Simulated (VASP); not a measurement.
A run of VASP 6.6.1 is set up as follows.

The input POSCAR:

```
Cs                                      
1.0
   10.5000000000      0.0000000000      0.0000000000
    0.0000000000     11.0000000000      0.0000000000
    0.0000000000      0.0000000000     11.5000000000
  Cs            
     1
Selective dynamics
Direct
     0.5000000000000000    0.5045454544999970    0.5000000000000000   F   F   F
```

INCAR.step1

```
ALGO = Normal
EDIFF = 1E-5
ENCUT = 400
GGA = PE
ISIF = 2
ISMEAR = 0
ISPIN = 2
ISYM = 0
LASPH = T
LORBIT = 11
LREAL = F
LWAVE = T
MAGMOM = 0.5
NBANDS = 14
NELM = 80
NUPDOWN = 1
PREC = Accurate
SIGMA = 0.01
TIME = 0.4
```

File INCAR.step2:

```
ALGO = Damped
EDIFF = 1E-7
ENCUT = 400
GGA = PE
HFSCREEN = 0.2
ISIF = 2
ISMEAR = 0
ISPIN = 2
ISTART = 1
ISYM = 0
IVDW = 12
LASPH = T
LCHARG = F
LHFCALC = T
LORBIT = 11
LREAL = F
LWAVE = F
MAGMOM = 0.5
NBANDS = 14
NELM = 80
NUPDOWN = 1
PREC = Accurate
PRECFOCK = Fast
SIGMA = 0.01
TIME = 0.4
VDW_A1 = 0.383
VDW_A2 = 5.685
VDW_S6 = 1.0
VDW_S8 = 2.31
```

File KPOINTS:

```
k-points
0
Gamma
  1 1 1
```

Potentials or basis: VASP PAW PBE potentials, release 64 (Cs_sv).

Launch:

```console
$ cat potpaw_PBE.64/Cs_sv/POTCAR > POTCAR
$ cp INCAR.step1 INCAR
$ mpirun -np 4 vasp_gam > vasp.out
$ cp INCAR.step2 INCAR
$ mpirun -np 4 vasp_gam > vasp.out
```

Q: Estimate the dispersion energy per atom.

A: -0.034 eV.

Caveat: the total moment is fixed, so each spin has its own Fermi level. The run has no spin-orbit coupling, so splittings on Cs are missing.
